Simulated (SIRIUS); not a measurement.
Pd in SIRIUS: the effect of functional

The system is Pd.

```
Pd
1.0
     0.00000    1.94650    1.94650
     1.94650    0.00000    1.94650
     1.94650    1.94650    0.00000
Pd
1
Direct
  0.00000 0.00000 0.00000
```

Alike in all runs:

```yaml
Program: SIRIUS 7.12.0
Task: band structure
Potentials_or_basis: PseudoDojo 0.4.1 PBE standard (scalar relativistic)
Cutoff: 1127 eV
Density_cutoff: 4507 eV
k_mesh: 10 × 10 × 10
Occupations: fermi-dirac, width 0.05 eV
Spin: no spin polarisation
```

| functional | pressure (GPa) |
| --- | --- |
| LDA | ? |
| PBE | 6.9 |
| PBEsol | -2.7 |
| RPBE | 11.5 |
| BPBE | 6.6 |

Task: What does the run with functional LDA give?

Result: Pressure -8.4 GPa.

Caveats: this set's palladium file may shift the pressure by some GPa; the potentials were made for another functional, which shifts forces and pressure (some runs).
